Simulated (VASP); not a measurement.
# ZnS (F-43m) in VASP: a series of runs, part 2 of 3

VASP 6.6.1.

### 3 Band structure, TPSSh

Input file POSCAR:

```
ZnS
1.0
    0.0000000000      2.7020000000      2.7020000000
    2.7020000000      0.0000000000      2.7020000000
    2.7020000000      2.7020000000      0.0000000000
Zn S
1 1
Direct
    0.7500000000      0.7500000000      0.7500000000
    0.0000000000      0.0000000000      0.0000000000
```

Input file INCAR.step1:

```
  ALGO = Normal
  EDIFF = 1E-5
  ENCUT = 520
  GGA = PE
  ISIF = 2
  ISMEAR = -1
  LASPH = True
  LCHARG = False
  LREAL = False
  LWAVE = True
  NELM = 80
  PREC = Accurate
  SIGMA = 0.05
```

Input file INCAR.step2:

```
  AEXX = 0.1
  ALGO = Normal
  EDIFF = 1E-6
  ENCUT = 520
  HFRCUT = -1
  ISIF = 2
  ISMEAR = -1
  ISTART = 1
  LASPH = True
  LCHARG = False
  LHFCALC = True
  LMIXTAU = True
  LREAL = False
  LWAVE = False
  METAGGA = TPSS
  NELM = 80
  PREC = Accurate
  PRECFOCK = Fast
  SIGMA = 0.05
```

Input file KPOINTS:

```
k-points
0
Gamma
  5 5 5
```

Input file KPOINTS_OPT:

```
path GXWKGLUWLK,UX
8
line-mode
reciprocal
 0.0000000000  0.0000000000  0.0000000000  G
 0.5000000000  0.0000000000  0.5000000000  X

 0.5000000000  0.0000000000  0.5000000000  X
 0.5000000000  0.2500000000  0.7500000000  W

 0.5000000000  0.2500000000  0.7500000000  W
 0.3750000000  0.3750000000  0.7500000000  K

 0.3750000000  0.3750000000  0.7500000000  K
 0.0000000000  0.0000000000  0.0000000000  G

 0.0000000000  0.0000000000  0.0000000000  G
 0.5000000000  0.5000000000  0.5000000000  L

 0.5000000000  0.5000000000  0.5000000000  L
 0.6250000000  0.2500000000  0.6250000000  U

 0.6250000000  0.2500000000  0.6250000000  U
 0.5000000000  0.2500000000  0.7500000000  W

 0.5000000000  0.2500000000  0.7500000000  W
 0.5000000000  0.5000000000  0.5000000000  L

 0.5000000000  0.5000000000  0.5000000000  L
 0.3750000000  0.3750000000  0.7500000000  K

 0.6250000000  0.2500000000  0.6250000000  U
 0.5000000000  0.0000000000  0.5000000000  X
```

Potentials or basis: VASP PAW PBE potentials, release 64 (Zn, S).

Started as:

```sh
$ cat potpaw_PBE.64/Zn/POTCAR potpaw_PBE.64/S/POTCAR > POTCAR
$ cp INCAR.step1 INCAR
$ mpirun -np 1 vasp_std > vasp.out
$ cp INCAR.step2 INCAR
$ mpirun -np 1 vasp_std > vasp.out
```

OUTCAR:

```text
AEXX = 0.1
   EDIFF = 1E-6
   ENCUT = 520
   ISIF = 2
   ISMEAR = -1
   ISTART = 1
   LASPH = True
   LHFCALC = True
   LREAL = False
   METAGGA = TPSS
   NELM = 80
   PREC = Accurate
   PRECFOCK = Fast

 ion  position               nearest neighbor table
   1  0.750  0.750  0.750-   2 2.34   2 2.34   2 2.34   2 2.34
   2  0.000  0.000  0.000-   1 2.34   1 2.34   1 2.34   1 2.34

  LATTYP: Found a face centered cubic cell.
 ALAT       =     5.4040000000

  Lattice vectors:

 A1 = (   0.0000000000,   2.7020000000,   2.7020000000)
 A2 = (   2.7020000000,   0.0000000000,   2.7020000000)
 A3 = (   2.7020000000,   2.7020000000,   0.0000000000)

Analysis of symmetry for initial positions (statically):
=====================================================================
 Subroutine PRICEL returns:
 Original cell was already a primitive cell.

 Routine SETGRP: Setting up the symmetry group for a
 face centered cubic supercell.

 Subroutine GETGRP returns: Found 24 space group operations
 (whereof 24 operations were pure point group operations)
 out of a pool of 48 trial point group operations.

The static configuration has the point symmetry T_d .
[... 166 lines left out ...]
      4      -5.4523      2.00000
      5      -4.9876      2.00000
      6      -4.9876      2.00000
      7       1.5887      2.00000
      8       1.5887      2.00000
      9       1.5887      2.00000
     10       4.6294      0.00000
     11       8.9982      0.00000
     12       8.9982      0.00000
     13       8.9982      0.00000
[... 130 lines left out ...]
  band No.  band energies     occupation
      1     -11.0621      2.00000
      2      -5.3103      2.00000
      3      -5.2312      2.00000
      4      -5.0735      2.00000
      5      -4.9711      2.00000
      6      -4.7098      2.00000
      7      -2.9881      2.00000
      8      -1.3398      2.00000
      9      -0.5203      2.00000
     10       7.9104      0.00000
     11       8.3295      0.00000
     12       9.7682      0.00000
     13      12.5384      0.00000

------------------------ aborting loop because EDIFF is reached ----------------------------------------

  FORCE on cell =-STRESS in cart. coord.  units (eV):
  Direction    XX          YY          ZZ          XY          YZ          ZX
  --------------------------------------------------------------------------------------
  -------------------------------------------------------------------------------------
  Total        0.1873520      0.1873520      0.1873520     -0.0000000      0.0000000     -0.0000000
  in kB        7.6082184      7.6082184      7.6082184     -0.0000000      0.0000000     -0.0000000
  external PRESSURE =       7.6082184 kB  Pullay stress =       0.0000000 kB

 VOLUME and BASIS-vectors are now :
 -----------------------------------------------------------------------------
  energy-cutoff  :      520.00
  volume of cell :       39.45
      direct lattice vectors                 reciprocal lattice vectors
     0.000000000  2.702000000  2.702000000    -0.185048113  0.185048113  0.185048113
     2.702000000  0.000000000  2.702000000     0.185048113 -0.185048113  0.185048113
     2.702000000  2.702000000  0.000000000     0.185048113  0.185048113 -0.185048113

 POSITION                                       TOTAL-FORCE (eV/Angst)
 -----------------------------------------------------------------------------------
      4.05300      4.05300      4.05300         0.000000      0.000000      0.000000
      0.00000      0.00000      0.00000        -0.000000     -0.000000     -0.000000
 -----------------------------------------------------------------------------------
    total drift:                                0.000012      0.000013      0.000008

  FREE ENERGIE OF THE ION-ELECTRON SYSTEM (eV)
  ---------------------------------------------------
  free  energy   TOTEN  =       -19.4353620610 eV

  energy  without entropy=      -19.4353620609  energy(sigma->0) =      -19.43536206
```

OUTCAR.step1:

```text
EDIFF = 1E-5
   ENCUT = 520
   GGA = PE
   ISIF = 2
   ISMEAR = -1
[... 364 lines left out ...]
 -----------------------------------------------------------------------------------
      4.05300      4.05300      4.05300         0.000000      0.000000      0.000000
      0.00000      0.00000      0.00000        -0.000000     -0.000000     -0.000000
 -----------------------------------------------------------------------------------
    total drift:                                0.000001      0.000001      0.000001

  FREE ENERGIE OF THE ION-ELECTRON SYSTEM (eV)
  ---------------------------------------------------
  free  energy   TOTEN  =        -6.8358212456 eV

  energy  without entropy=       -6.8358212455  energy(sigma->0) =       -6.83582125
```

OSZICAR.step1:

```text
N       E                     dE             d eps       ncg     rms          rms(c)
DAV:   1     0.817529363074E+02    0.81753E+02   -0.87617E+03   260   0.163E+03
DAV:   2    -0.169286177146E+01   -0.83446E+02   -0.78418E+02   290   0.277E+02
DAV:   3    -0.719410948077E+01   -0.55012E+01   -0.54771E+01   310   0.688E+01
DAV:   4    -0.726642136698E+01   -0.72312E-01   -0.72268E-01   295   0.857E+00
DAV:   5    -0.726747784507E+01   -0.10565E-02   -0.10564E-02   310   0.997E-01    0.684E+00
DAV:   6    -0.685233656306E+01    0.41514E+00   -0.96058E-01   371   0.370E+01    0.533E+00
DAV:   7    -0.683587481322E+01    0.16462E-01   -0.34942E-01   270   0.570E+00    0.274E+00
DAV:   8    -0.683535298784E+01    0.52183E-03   -0.58293E-03   290   0.722E-01    0.820E-01
DAV:   9    -0.683565279512E+01   -0.29981E-03   -0.11455E-03   308   0.326E-01    0.121E-01
DAV:  10    -0.683579297145E+01   -0.14018E-03   -0.14263E-04   290   0.125E-01    0.519E-02
DAV:  11    -0.683582038591E+01   -0.27414E-04   -0.37043E-05   280   0.682E-02    0.862E-03
DAV:  12    -0.683582124557E+01   -0.85965E-06   -0.26357E-06   190   0.138E-02
   1 F= -.68358212E+01 E0= -.68358212E+01  d E =-.424483E-10
```

Run time: 10 min. Hardware: 1 thread of Intel Xeon 6975P-C (Granite Rapids), shared host; peak memory 0.23 GiB.

What came out:

```yaml
Free_energy: -19.4354 eV
Pressure: 0.8 GPa
Band_gap_on_the_k_mesh: 3.04 eV, direct
Band_gap_along_the_path: 3.04 eV, direct
```

Levels at the corners of the path, in eV from the valence-band top:
| point | band 7 | band 8 | band 9 | band 10 | band 11 | band 12 |
| --- | --- | --- | --- | --- | --- | --- |
| Γ | 0.00 | 0.00 | 0.00 | 3.04 | 7.41 | 7.41 |
| X | -4.78 | -2.29 | -2.29 | 4.15 | 4.98 | 12.11 |
| X | -4.78 | -2.29 | -2.29 | 4.15 | 4.98 | 12.11 |
| W | -4.70 | -2.87 | -2.82 | 6.51 | 7.14 | 8.93 |
| W | -4.70 | -2.87 | -2.82 | 6.51 | 7.14 | 8.93 |
| K | -4.75 | -3.25 | -1.87 | 4.97 | 6.94 | 10.41 |
| K | -4.75 | -3.25 | -1.87 | 4.97 | 6.94 | 10.41 |
| Γ | 0.00 | 0.00 | 0.00 | 3.04 | 7.41 | 7.41 |
| Γ | 0.00 | 0.00 | 0.00 | 3.04 | 7.41 | 7.41 |
| L | -5.46 | -0.89 | -0.89 | 4.26 | 7.90 | 7.90 |
| L | -5.46 | -0.89 | -0.89 | 4.26 | 7.90 | 7.90 |
| U | -4.75 | -3.25 | -1.87 | 4.97 | 6.94 | 10.41 |
| U | -4.75 | -3.25 | -1.87 | 4.97 | 6.94 | 10.41 |
| W | -4.70 | -2.87 | -2.82 | 6.51 | 7.14 | 8.93 |
| W | -4.70 | -2.87 | -2.82 | 6.51 | 7.14 | 8.93 |
| L | -5.46 | -0.89 | -0.89 | 4.26 | 7.90 | 7.90 |
| L | -5.46 | -0.89 | -0.89 | 4.26 | 7.90 | 7.90 |
| K | -4.75 | -3.25 | -1.87 | 4.97 | 6.94 | 10.41 |
| U | -4.75 | -3.25 | -1.87 | 4.97 | 6.94 | 10.41 |
| X | -4.78 | -2.29 | -2.29 | 4.15 | 4.98 | 12.11 |

Caveat: the PAW data sets were made with another functional, which shifts forces and pressure a little.

### 4 Band structure, revPBE

POSCAR is that of step 3.

Input file INCAR.step1:

```
SYSTEM = ZnS
PREC = Accurate ; ENCUT = 520
EDIFF = 1E-7 ; ISMEAR = -1
SIGMA = 0.05 ; LREAL = .FALSE.
LASPH = .TRUE. ; NELM = 100
ALGO = Normal ; ISIF = 2
LWAVE = .FALSE. ; LCHARG = .TRUE.
GGA = RE
```

Input file KPOINTS.step1:

```
Automatic mesh
0
G
  9 9 9
  0 0 0
```

Input file INCAR.step2:

```
SYSTEM = ZnS
PREC = Accurate ; ENCUT = 520
EDIFF = 1E-7 ; ISMEAR = 0
SIGMA = 0.05 ; LREAL = .FALSE.
LASPH = .TRUE. ; NELM = 100
ALGO = Normal ; ISIF = 2
LWAVE = .FALSE. ; LCHARG = .FALSE.
GGA = RE ; ICHARG = 11
```

Input file KPOINTS.step2:

```
path GXWKGLUWLK,UX
10
line-mode
reciprocal
 0.0000000000  0.0000000000  0.0000000000  G
 0.5000000000  0.0000000000  0.5000000000  X

 0.5000000000  0.0000000000  0.5000000000  X
 0.5000000000  0.2500000000  0.7500000000  W

 0.5000000000  0.2500000000  0.7500000000  W
 0.3750000000  0.3750000000  0.7500000000  K

 0.3750000000  0.3750000000  0.7500000000  K
 0.0000000000  0.0000000000  0.0000000000  G

 0.0000000000  0.0000000000  0.0000000000  G
 0.5000000000  0.5000000000  0.5000000000  L

 0.5000000000  0.5000000000  0.5000000000  L
 0.6250000000  0.2500000000  0.6250000000  U

 0.6250000000  0.2500000000  0.6250000000  U
 0.5000000000  0.2500000000  0.7500000000  W

 0.5000000000  0.2500000000  0.7500000000  W
 0.5000000000  0.5000000000  0.5000000000  L

 0.5000000000  0.5000000000  0.5000000000  L
 0.3750000000  0.3750000000  0.7500000000  K

 0.6250000000  0.2500000000  0.6250000000  U
 0.5000000000  0.0000000000  0.5000000000  X
```

Started as:

```sh
$ cat potpaw_PBE.64/Zn/POTCAR potpaw_PBE.64/S/POTCAR > POTCAR
$ cp INCAR.step1 INCAR
$ cp KPOINTS.step1 KPOINTS
$ mpirun -np 1 vasp_std > vasp.out
$ cp INCAR.step2 INCAR
$ cp KPOINTS.step2 KPOINTS
$ mpirun -np 1 vasp_std > vasp.out
```

Wall time 18 s (1 thread of Intel Xeon 6975P-C (Granite Rapids), shared host); peak memory 0.18 GiB.

The run converged. Its results:

```yaml
Band_gap_on_the_k_mesh: 2.24 eV, direct
Band_gap_along_the_path: 2.24 eV, direct
```

Levels at the corners of the path, in eV from the valence-band top:
| point | band 6 | band 7 | band 8 | band 9 | band 10 | band 11 | band 12 | band 13 |
| --- | --- | --- | --- | --- | --- | --- | --- | --- |
| Γ | -5.80 | 0.00 | 0.00 | 0.00 | 2.24 | 6.44 | 6.44 | 6.44 |
| X | -5.59 | -4.52 | -2.21 | -2.21 | 3.51 | 4.15 | 11.11 | 12.04 |
| X | -5.59 | -4.52 | -2.21 | -2.21 | 3.51 | 4.15 | 11.11 | 12.04 |
| W | -5.40 | -4.56 | -2.72 | -2.69 | 5.79 | 6.08 | 7.95 | 8.34 |
| W | -5.40 | -4.56 | -2.72 | -2.69 | 5.79 | 6.08 | 7.95 | 8.34 |
| K | -5.46 | -4.59 | -3.08 | -1.80 | 4.22 | 6.03 | 9.50 | 9.83 |
| K | -5.46 | -4.59 | -3.08 | -1.80 | 4.22 | 6.03 | 9.50 | 9.83 |
| Γ | -5.80 | 0.00 | 0.00 | 0.00 | 2.24 | 6.44 | 6.44 | 6.44 |
| Γ | -5.80 | 0.00 | 0.00 | 0.00 | 2.24 | 6.44 | 6.44 | 6.44 |
| L | -5.60 | -5.25 | -0.86 | -0.86 | 3.40 | 6.97 | 6.97 | 9.02 |
| L | -5.60 | -5.25 | -0.86 | -0.86 | 3.40 | 6.97 | 6.97 | 9.02 |
| U | -5.46 | -4.59 | -3.08 | -1.80 | 4.22 | 6.03 | 9.50 | 9.83 |
| U | -5.46 | -4.59 | -3.08 | -1.80 | 4.22 | 6.03 | 9.50 | 9.83 |
| W | -5.40 | -4.56 | -2.72 | -2.69 | 5.79 | 6.08 | 7.95 | 8.34 |
| W | -5.40 | -4.56 | -2.72 | -2.69 | 5.79 | 6.08 | 7.95 | 8.34 |
| L | -5.60 | -5.25 | -0.86 | -0.86 | 3.40 | 6.97 | 6.97 | 9.02 |
| L | -5.60 | -5.25 | -0.86 | -0.86 | 3.40 | 6.97 | 6.97 | 9.02 |
| K | -5.46 | -4.59 | -3.08 | -1.80 | 4.22 | 6.03 | 9.50 | 9.83 |
| U | -5.46 | -4.59 | -3.08 | -1.80 | 4.22 | 6.03 | 9.50 | 9.83 |
| X | -5.59 | -4.52 | -2.21 | -2.21 | 3.51 | 4.15 | 11.11 | 12.04 |

Caveat: the log is that of the step along the path at fixed density, whose energy, stress, charges and moments have no meaning; the PAW data sets were made with another functional, which shifts forces and pressure a little.

### 5 Band structure, BLYP

POSCAR is that of step 4.

Input file INCAR.step1:

```
SYSTEM = ZnS
PREC = Accurate
ENCUT = 520
EDIFF = 1E-6
ISMEAR = -1
SIGMA = 0.05
LREAL = .False.
LASPH = .True.
NELM = 100
ALGO = Fast
ISIF = 2
LWAVE = .False.
LCHARG = .True.
GGA = B5
ALDAX = 1.0
AGGAX = 1.0
AGGAC = 1.0
ALDAC = 0.0
NBANDS = 16
```

Input file KPOINTS.step1:

```
Automatic mesh
0
Gamma
  9 9 9
  0 0 0
```

Input file INCAR.step2:

```
SYSTEM = ZnS
PREC = Accurate
ENCUT = 520
EDIFF = 1E-6
ISMEAR = 0
SIGMA = 0.05
LREAL = .False.
LASPH = .True.
NELM = 100
ALGO = Fast
ISIF = 2
LWAVE = .False.
LCHARG = .False.
GGA = B5
ALDAX = 1.0
AGGAX = 1.0
AGGAC = 1.0
ALDAC = 0.0
NBANDS = 16
ICHARG = 11
```

Edit KPOINTS.step2 of step 4 so:

```diff
@@ -1,3 +1,3 @@
 path GXWKGLUWLK,UX
-10
+20
 line-mode
```

Started as:

```sh
$ cat potpaw_PBE.64/Zn/POTCAR potpaw_PBE.64/S/POTCAR > POTCAR
$ cp INCAR.step1 INCAR
$ cp KPOINTS.step1 KPOINTS
$ mpirun -np 1 vasp_std > vasp.out
$ cp INCAR.step2 INCAR
$ cp KPOINTS.step2 KPOINTS
$ mpirun -np 1 vasp_std > vasp.out
```

Run time: 40 s. Hardware: 1 thread of Intel Xeon 6975P-C (Granite Rapids), shared host; peak memory 0.24 GiB.

It converged, with:

| Property | Result |
| --- | --- |
| Band gap on the k mesh | 2.13 eV, direct |
| Band gap along the path | 2.13 eV, direct |

Levels at the corners of the path, in eV from the valence-band top:
| point | band 6 | band 7 | band 8 | band 9 | band 10 | band 11 | band 12 | band 13 |
| --- | --- | --- | --- | --- | --- | --- | --- | --- |
| Γ | -5.95 | 0.00 | 0.00 | 0.00 | 2.13 | 6.45 | 6.45 | 6.45 |
| X | -5.73 | -4.57 | -2.18 | -2.18 | 3.57 | 4.12 | 11.02 | 11.96 |
| X | -5.73 | -4.57 | -2.18 | -2.18 | 3.57 | 4.12 | 11.02 | 11.96 |
| W | -5.55 | -4.58 | -2.69 | -2.67 | 5.85 | 5.99 | 7.94 | 8.39 |
| W | -5.55 | -4.58 | -2.69 | -2.67 | 5.85 | 5.99 | 7.94 | 8.39 |
| K | -5.60 | -4.61 | -3.05 | -1.78 | 4.23 | 6.01 | 9.50 | 9.83 |
| K | -5.60 | -4.61 | -3.05 | -1.78 | 4.23 | 6.01 | 9.50 | 9.83 |
| Γ | -5.95 | 0.00 | 0.00 | 0.00 | 2.13 | 6.45 | 6.45 | 6.45 |
| Γ | -5.95 | 0.00 | 0.00 | 0.00 | 2.13 | 6.45 | 6.45 | 6.45 |
| L | -5.74 | -5.23 | -0.86 | -0.86 | 3.33 | 7.01 | 7.01 | 9.02 |
| L | -5.74 | -5.23 | -0.86 | -0.86 | 3.33 | 7.01 | 7.01 | 9.02 |
| U | -5.60 | -4.61 | -3.05 | -1.78 | 4.23 | 6.01 | 9.50 | 9.83 |
| U | -5.60 | -4.61 | -3.05 | -1.78 | 4.23 | 6.01 | 9.50 | 9.83 |
| W | -5.55 | -4.58 | -2.69 | -2.67 | 5.85 | 5.99 | 7.94 | 8.39 |
| W | -5.55 | -4.58 | -2.69 | -2.67 | 5.85 | 5.99 | 7.94 | 8.39 |
| L | -5.74 | -5.23 | -0.86 | -0.86 | 3.33 | 7.01 | 7.01 | 9.02 |
| L | -5.74 | -5.23 | -0.86 | -0.86 | 3.33 | 7.01 | 7.01 | 9.02 |
| K | -5.60 | -4.61 | -3.05 | -1.78 | 4.23 | 6.01 | 9.50 | 9.83 |
| U | -5.60 | -4.61 | -3.05 | -1.78 | 4.23 | 6.01 | 9.50 | 9.83 |
| X | -5.73 | -4.57 | -2.18 | -2.18 | 3.57 | 4.12 | 11.02 | 11.96 |

Caveat: the log is that of the step along the path at fixed density, whose energy, stress, charges and moments have no meaning; the PAW data sets were made with another functional, which shifts forces and pressure a little.

[end of part 2 of 3]
